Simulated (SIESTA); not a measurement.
Crystal: NaCl.

```
CELL_PARAMETERS angstrom
3.50219 0.00000 0.00000
0.00000 3.50219 0.00000
0.00000 0.00000 3.50219
ATOMIC_POSITIONS crystal
Cl 0.50000 0.50000 0.50000
Na 0.00000 0.00000 0.00000
```

Measurements of this composition are mostly on another form, of space group No. 225.

Base run:

| Item | Value |
| --- | --- |
| Program | SIESTA 5.4.2 |
| Functional | vdW-DF-cx |
| Potentials or basis | PseudoDojo 0.4 standard (PBE files) |
| Basis | DZP (energy shift 0.003 Ry; two zetas on semicore shells) |
| Grid cutoff | 800 Ry |
| Energy shift | 0.003 Ry |
| k mesh | 8 × 8 × 8 |
| Occupations | fermi-dirac, width 0.05 eV |
| Spin | no spin polarisation |

Its results: band gap on the k mesh 4.15 eV, indirect (least direct gap 4.64 eV); pressure -0.7 GPa.

Q: The run is repeated on the same cell with these changes: functional from vdW-DF-cx to AM05; potentials or basis from PseudoDojo 0.4 standard (PBE files) to PseudoDojo 0.4 standard (PBEsol files). What comes out?

A: Band gap on the k mesh 4.03 eV, indirect (least direct gap 4.52 eV); pressure -0.6 GPa.

Caveats: the potentials were made for another functional, which shifts forces and pressure; the basis of atomic orbitals isn't converged, which shifts pressures, moduli and gaps.
